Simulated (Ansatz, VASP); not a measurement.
## InSb in VASP and in Ansatz

The input INCAR:

```
SYSTEM = InSb
ALGO = Normal
EDIFF = 1E-6
ENCUT = 520
GGA = PE
ISIF = 2
ISMEAR = 0
LASPH = .True.
LCHARG = .False.
LREAL = .False.
LWAVE = .False.
NBANDS = 16
NELM = 100
PREC = Accurate
SIGMA = 0.15
```

File KPOINTS:

```
k-points
0
Gamma
  12 12 12
  0 0 0
```

File POSCAR:

```
InSb
1.0
    0.0000000000      3.0751837979      3.0751837979
    2.8599209320      0.0000000000      3.0751837979
    2.8599209320      3.0751837979      0.0000000000
In Sb
1 1
Direct
    0.0214621318     -0.0214621318     -0.0214621318
    0.4797615058      0.5202384942      0.5202384942
```

Input for Ansatz:

```yaml
crystal:
  lattice:
    - [0.0, 3.0751837979, 3.0751837979]
    - [2.859920932, 0.0, 3.0751837979]
    - [2.859920932, 3.0751837979, 0.0]
  atoms:
    - { symbol: In, position: [0.0214621318, -0.0214621318, -0.0214621318] }
    - { symbol: Sb, position: [0.4797615058, 0.5202384942, 0.5202384942] }
basis:
  ecutwfc: 420
kpoints:
  mp_grid: { grid: [12, 12, 12] }
hamiltonian:
  xc: pbe
  pseudopotentials: { kind: paw, azcp: { folder: soft_1 } }
scf:
  occupations: { method: gaussian, width: 0.15 }
output:
  forces: true
  stress: true
  eigenvalues: true
```

Change from the starting cell: mode 4 frozen in at -0.132 Å, normal strain along x -0.0700.

Alike in both runs: task single point; functional PBE; k mesh 12 × 12 × 12; occupations gaussian, width 0.15 eV; no spin polarisation.

|  | VASP | Ansatz |
| --- | --- | --- |
| version | VASP 6.6.1 | Ansatz 0.2.0 |
| potentials or method | VASP PAW PBE potentials, release 64 (In_d, Sb) | scalar-relativistic, plane waves, PAW |
| plane-wave cutoff (eV) | 520 | 420 |
| valence electrons in the cell | 18 | 28 |

```tsv
	VASP	Ansatz	Ansatz less VASP
gap on the k mesh at the Fermi level (eV)	none	none	-
pressure (GPa)	6.8	6.8	+0.03
largest component of the traceless stress (GPa)	11.02	11.03	+0.015
rms of the force components (eV/Å)	1.106	1.105	-0.0012
```

Atom by atom the forces differ by 0.001 eV/Å (rms over components). A gap of «none» marks a metal or a gap that the smearing closes. The two sets of potentials don't hold the same shells in valence.

Caveats: forces of over 1 eV/Å show positions far from the minimum, so gaps and moduli don't describe the material at rest. The runs have no spin-orbit coupling, so splittings on Sb are missing.
